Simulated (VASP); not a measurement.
Set up this calculation in VASP 6.6.1, as the native input.

```yaml
Task: band structure
Functional: LDA
Potentials_or_basis: VASP PAW LDA potentials, release 64 (Sb)
Cutoff: 520 eV
k_mesh: 10 × 10 × 10
Occupations: methfessel-paxton, width 0.1 eV
Spin: no spin polarisation
Further_INCAR_settings: ALGO = Normal; EDIFF = 1e-06
```

The structure of Sb lies in POSCAR:

```
Sb                                      
1.0
    2.1620827596      1.2482790632      3.6767993594
   -2.1620827596      1.2482790632      3.6767993594
    0.0000000000     -2.4965581265      3.6767993594
  Sb            
     2
Direct
     0.2364761915998050    0.2364761915998050    0.2364761915998050
     0.7635238084001950    0.7635238084001950    0.7635238084001950
```

One way to write it, as run:

INCAR

```
PREC = Accurate
ENCUT = 520
EDIFF = 1E-6
ISMEAR = 1
SIGMA = 0.1
LREAL = F
LASPH = T
NELM = 80
ALGO = Normal
ISIF = 2
LWAVE = F
LCHARG = F
GGA = CA
KPAR = 4
```

KPOINTS

```
regular mesh
0
Gamma
  10 10 10
```

KPOINTS_OPT

```
explicit points
213
Reciprocal
 0.0000000000  0.0000000000  0.0000000000 1
 0.0357142857  0.0000000000  0.0000000000 1
 0.0714285714  0.0000000000  0.0000000000 1
 0.1071428571  0.0000000000  0.0000000000 1
 0.1428571429  0.0000000000  0.0000000000 1
 0.1785714286  0.0000000000  0.0000000000 1
[... 205 lines left out ...]
 0.7812462900  0.3907773300  0.3907773300 1
 0.7393789900  0.3489100300  0.3489100300 1
```

Potentials or basis: VASP PAW LDA potentials, release 64 (Sb).

Command:

```sh
$ cat potpaw_LDA.64/Sb/POTCAR > POTCAR
$ mpirun -np 4 vasp_std > vasp.out
```

It gave:

| Item | Value |
| --- | --- |
| Pressure | -1.1 GPa |
| Largest force | 0.094 eV/Å |
| Band gap along the path | none (metal or under the smearing width) |

Caveat: spin-orbit coupling is left out, which moves the levels of the heavy elements.

Run time: 10 s on 4 MPI ranks on Intel(R) Xeon(R) 6975P-C (Granite Rapids), on a shared host, peak memory 0.23 GiB a rank.
